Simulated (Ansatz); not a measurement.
Migration of H in BN

Computed with DFT PBE+D3(BJ), scalar-relativistic, plane waves, PAW in Ansatz 0.2.0. (420 eV cutoff, 2×2×2 k-mesh, shifted by half a step, Gaussian smearing of 0.02 eV, no spin polarisation)

In a supercell of 24 host sites with charge +1, interstitial H hops to an equivalent place, moving 1.41 Å between the relaxed ends. Climbing-image nudged elastic band at fixed cell with images 0 (start) to 6 (end), the path measured over all atoms, converged to 0.05 eV/Å; the order of the saddle wasn't checked, and the small cell leaves errors of about a tenth of an eV. Zero-point motion and tunnelling, which matter for H, are left out. At the top the atom squeezes straight between two others, where symmetry can hold a band on a ridge, so a bent path, such as one by way of a neighbouring hole, may have a much lower barrier.

Command:

```bash
ansatz run input.yaml --threads 4 --pin off --max-ram 10240MiB --backend cpu --events-out ev --progress --plain --runs-dir out
```

Input:

```yaml
crystal:
  lattice:
    - [-3.7615274009, -3.3394822066, -4.3376638254]
    - [3.7615274009, -3.3394822066, 4.3376638254]
    - [-3.7615274009, 3.3394822066, 4.3376638254]
  atoms:
    - { symbol: B, position: [0.1670967996, 0.7492977538, 0.9172563371] }
    - { symbol: B, position: [1.0126715039, 0.0024747105, 0.0032931429] }
    - { symbol: B, position: [0.340747167, 0.5060856064, 0.8321340265] }
    - { symbol: B, position: [0.8396698724, 0.2633471375, 0.0904747576] }
    - { symbol: B, position: [0.6659536053, 0.500022421, 0.1678875444] }
    - { symbol: B, position: [0.16846032, 0.2513746759, 0.4169251547] }
    - { symbol: B, position: [0.4989003078, 0.7493588878, 0.2490071161] }
    - { symbol: B, position: [0.3287374049, -0.0054592825, 0.3326142459] }
    - { symbol: B, position: [0.998923845, 0.5000123169, 0.5008768489] }
    - { symbol: B, position: [0.8337606506, 0.7499689693, 0.5830111417] }
    - { symbol: B, position: [0.6660958812, 0.0025833789, 0.6566065353] }
    - { symbol: B, position: [0.5012716421, 0.2513967444, 0.7497116645] }
    - { symbol: "N", position: [0.1644108688, 0.0804168923, 0.2497305239] }
    - { symbol: "N", position: [0.9997119549, 0.333344025, 0.3339248719] }
    - { symbol: "N", position: [0.3304677453, 0.8301239074, 0.1664581704] }
    - { symbol: "N", position: [0.8322602939, 0.5825372043, 0.4170773609] }
    - { symbol: "N", position: [0.6662361075, 0.8329030059, 0.499333518] }
    - { symbol: "N", position: [0.1683549731, 0.5839238756, 0.7504241817] }
    - { symbol: "N", position: [0.497544952, 0.0804660797, 0.5828116046] }
    - { symbol: "N", position: [0.3384134047, 0.3373094631, 0.6656970208] }
    - { symbol: "N", position: [1.0002880451, 0.8328222529, 0.8334682791] }
    - { symbol: "N", position: [0.8773927489, 0.1274492477, 0.9168705789] }
    - { symbol: "N", position: [0.6662057856, 0.333327574, 1.0004275898] }
    - { symbol: "N", position: [0.5003213479, 0.583944268, 0.0823703741] }
    - { symbol: H, position: [0.0344544382, 0.2849131698, -0.0825558207] }
total_charge: 1
basis:
  ecutwfc: 420
  xc_grid: 2
kpoints:
  mp_grid: { grid: [2, 2, 2], shift: [0.5, 0.5, 0.5] }
hamiltonian:
  xc: pbe
  dispersion: d3bj
scf:
  occupations: { method: gaussian, width: 0.02 }
output:
  forces: true
neb:
  images: 5
  f_tol: 0.05
  max_iterations: 70
  order_check: false
  final_atoms:
    - { symbol: B, position: [0.1648730133, 0.7484648347, 0.9162476893] }
    - { symbol: B, position: [0.9925861663, -0.0086131405, -0.0013282273] }
    - { symbol: B, position: [0.3206618294, 0.490621639, 0.82313654] }
    - { symbol: B, position: [0.8344330255, 0.2501068083, 0.0837919133] }
    - { symbol: B, position: [0.6672374522, 0.4905106542, 0.169820831] }
    - { symbol: B, position: [0.1662365337, 0.2501595375, 0.4155342875] }
    - { symbol: B, position: [0.493663461, 0.7508048853, 0.2570105985] }
    - { symbol: B, position: [0.3344094884, 0.0019530039, 0.3344218053] }
    - { symbol: B, position: [1.0045959284, 0.503876841, 0.499136646] }
    - { symbol: B, position: [0.8320616912, 0.7484400224, 0.5834584356] }
    - { symbol: B, position: [0.667379728, 0.0019339391, 0.667402149] }
    - { symbol: B, position: [0.4995726828, 0.2492504911, 0.7495416521] }
    - { symbol: "N", position: [0.1649783603, 0.0820692087, 0.2489022359] }
    - { symbol: "N", position: [1.002865588, 0.3359904251, 0.3329894954] }
    - { symbol: "N", position: [0.3336213784, 0.834212917, 0.1669654034] }
    - { symbol: "N", position: [0.8357883813, 0.5852666526, 0.416254461] }
    - { symbol: "N", position: [0.6671275478, 0.8342218042, 0.5004551218] }
    - { symbol: "N", position: [0.1689224646, 0.5853196552, 0.7493393568] }
    - { symbol: "N", position: [0.5010730394, 0.084817067, 0.5836102437] }
    - { symbol: "N", position: [0.3330452883, 0.3331802341, 0.6658675412] }
    - { symbol: "N", position: [0.9949199286, 0.8272836161, 0.8322293917] }
    - { symbol: "N", position: [0.8330119854, 0.0820490262, 0.9169562534] }
    - { symbol: "N", position: [0.6670972258, 0.3330974104, 1.0000002317] }
    - { symbol: "N", position: [0.4559405844, 0.53947783, 0.0833898321] }
    - { symbol: H, position: [0.2988788951, 0.382989741, 0.0837920649] }
```

Course of the band:

```tsv
iteration	largest band force (eV/Å)	climbing image	energies over image 0 (eV)
1	2.354	none	0.000 0.372 0.947 1.195 0.947 0.372 0.000
2	2.321	none	0.000 0.147 0.571 0.780 0.571 0.147 0.000
3	3.487	none	0.000 0.198 0.622 0.717 0.622 0.198 0.000
4	0.741	none	0.000 0.076 0.378 0.691 0.378 0.076 0.000
5	0.454	3	0.000 0.065 0.319 0.688 0.319 0.065 0.000
6	0.042	3	0.000 0.065 0.307 0.687 0.307 0.065 0.000
```

Final band:

| image | path (Å) | E − E(0) (eV) | H x (Å) | H y (Å) | H z (Å) | force on H (eV/Å) |
| --- | --- | --- | --- | --- | --- | --- |
| 0 | 0.00 | 0.000 | 1.253 | -1.342 | 0.728 | 0.00 |
| 1 | 0.31 | 0.065 | 1.043 | -1.394 | 0.732 | 0.29 |
| 2 | 0.62 | 0.307 | 0.825 | -1.477 | 0.732 | 1.14 |
| 3 | 0.93 | 0.687 | 0.627 | -1.670 | 0.728 | 0.01 |
| 4 | 1.25 | 0.307 | 0.429 | -1.862 | 0.732 | 1.14 |
| 5 | 1.56 | 0.065 | 0.211 | -1.945 | 0.732 | 0.29 |
| 6 | 1.87 | 0.000 | 0.001 | -1.997 | 0.728 | 0.00 |

Barrier 0.69 eV. It took 100 s on 4 threads of Arm Neoverse V1 (shared host), peak memory 1 GiB.